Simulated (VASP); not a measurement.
Write the native input for VASP 6.6.1 that does the following.

```
Task                   : relaxation of cell and atoms
Functional             : LDA
Potentials or basis    : VASP PAW LDA potentials, release 64 (Al, Co)
Cutoff                 : 600 eV
k mesh                 : 14 × 14 × 14
Occupations            : methfessel-paxton, width 0.1 eV
Spin                   : no spin polarisation
Further INCAR settings : ALGO = Normal; EDIFF = 1e-06; IBRION = 2; EDIFFG = -0.01; NSW = 90; ISIF = 3
```

The structure of AlCo lies in POSCAR:

```
AlCo
1.0
    2.8194032100      0.0000000000      0.0000000000
    0.0000000000      2.8194032100      0.0000000000
    0.0000000000      0.0000000000      2.8194032100
Al Co
1 1
Direct
    0.0000000000      0.0000000000      0.0000000000
    0.5000000000      0.5000000000      0.5000000000
```

The cell is a database's computed one.

One way to write it, as run:

INCAR

```
ALGO = Normal
EDIFF = 1E-6
EDIFFG = -0.01
ENCUT = 600
IBRION = 2
ISIF = 3
ISMEAR = 1
LASPH = T
LCHARG = F
LREAL = F
LWAVE = F
NELM = 80
NSW = 90
PREC = Accurate
SIGMA = 0.1
```

KPOINTS

```
k-points
0
Gamma
  14 14 14
```

Potentials or basis: VASP PAW LDA potentials, release 64 (Al, Co).

Command:

```sh
$ cat potpaw_LDA.64/Al/POTCAR potpaw_LDA.64/Co/POTCAR > POTCAR
$ mpirun -np 1 vasp_std > vasp.out
```

It gave:

```
Relaxed volume                         : 10.92 Å³/atom
Relaxed cell                           : a = 2.795 Å, b = 2.795 Å, c = 2.795 Å, α = 90.00°, β = 90.00°, γ = 90.00°
Space group after relaxing (to 0.05 Å) : Pm-3m (No. 221)
Energy gained by relaxing              : 4.8 meV/atom
Ionic steps                            : 3
Pressure after relaxing                : 0.0 GPa
Band gap on the k mesh                 : none (metal or under the smearing width)
```

Wall time 28 s on 1 thread of Intel(R) Xeon(R) Platinum 8488C (Sapphire Rapids), with other jobs on the host, peak memory 0.16 GiB.
